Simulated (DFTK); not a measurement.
Runs of DFTK 0.8.2 on InP. It takes space group F-43m (No. 216, cubic). Conventional cell: a = 5.861 Å, b = 5.861 Å, c = 5.861 Å, α = 90.00°, β = 90.00°, γ = 90.00°. In (site symmetry -43m) is surrounded by 4 P at 2.54 Å. P (site symmetry -43m) has 4 In at 2.54 Å as nearest neighbours. 

| task | level | potentials or basis | k mesh | cutoff (eV) | valence electrons | gap on the mesh (eV) | pressure (GPa) |
| --- | --- | --- | --- | --- | --- | --- | --- |
| single point | PBEsol | dojo.nc.sr.pbesol.v0_4_1.standard.upf (PBEsol) | 8 × 8 × 8 | 952 | In 13, P 5 | (b) | 0.7 |
| band structure | r2SCAN | cp2k.nc.sr.pbe.v0_1.semicore.gth (PBE, GTH) | 5 × 5 × 5 | 2068 | In 13, P 5 | 0.78 | (a) |
| band structure | PBEsol | SG15 1.2 (PBE) | 7 × 7 × 7 | 1225 | In 13, P 5 | 0.63 | 1.1 |
| band structure | PBEsol | cp2k.nc.sr.pbe.v0_1.semicore.gth (PBE, GTH) | 7 × 7 × 7 | 1578 | In 13, P 5 | 0.57 | - |
| band structure | r2SCAN | cp2k.nc.sr.pbe.v0_1.semicore.gth (PBE, GTH) | 5 × 5 × 5 | 1524 | In 13, P 5 | 0.78 | - |
| band structure | BJ06 | cp2k.nc.sr.pbe.v0_1.semicore.gth (PBE, GTH) | 5 × 5 × 5 | 2068 | In 13, P 5 | 0.78 | - |

Alike in all rows: no spin polarisation; cell as given; smearing fermi-dirac 0.05 eV.

Q: Estimate the missing entries.

A: (a) 0.9; (b) 0.61.

Caveats: spin-orbit coupling is left out, which moves the levels of the heavy elements; the potentials were made for another functional, which shifts forces and pressure (some runs); the program warned that the kinetic-energy density falls under its von Weizsäcker bound, which can give unphysical results (some runs); GTH potentials come without recommended cutoffs, and this one wasn't checked for convergence (some runs); the program leaves the constant c of mgga_x_tb09 at 1, so the potential is Becke-Johnson's (BJ06) and not Tran and Blaha's, with levels but no total energy (some runs).

A k mesh can miss the band edges, and the runs leave out spin-orbit coupling on In.
